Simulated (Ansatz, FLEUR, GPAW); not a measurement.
One calculation of CdSe, 4 ways

```
Cd Se
1.0
     0.00000    3.07027    3.07027
     3.07027    0.00000    3.07027
     3.07027    3.07027    0.00000
Cd Se
1 1
Direct
  0.00000 0.00000 0.00000
  0.25000 0.25000 0.25000
```

The cell is a database's computed one, not the measured one.

Alike in all runs: task band structure; functional revPBE; k mesh 8 × 8 × 8; occupations fermi-dirac, width 0.05 eV; no spin polarisation; no spin-orbit coupling. Pressure is positive in compression and, in plane waves, holds the error of the finite cutoff, which Ansatz's Pulay term estimates and takes out. Gaps are the smaller of the mesh's and the band path's.

```tsv
program and potentials	plane-wave cutoff (eV)	notes	band gap (eV)	pressure (GPa)
Ansatz, Ansatz PAW	420	potentials made for PBE, which Ansatz adapts in part; 18 valence electrons an atom on average; Pulay term of +0.03 GPa included	0.68	2.68
Ansatz, all-electron LAPW, scalar-relativistic	-	-	?	?
GPAW, the program's PAW data sets (release 1.2.1) made for this functional	600	9 valence electrons an atom on average	0.68	2.47
FLEUR, all-electron, FLAPW	-	-	0.68	-
```

Estimate from the other rows what the run with Ansatz, all-electron LAPW, scalar-relativistic gave.

Band gap 0.68 eV; pressure 2.70 GPa. The other rows, which needn't bracket it: band gap 0.68; pressure 2.47 to 2.68.
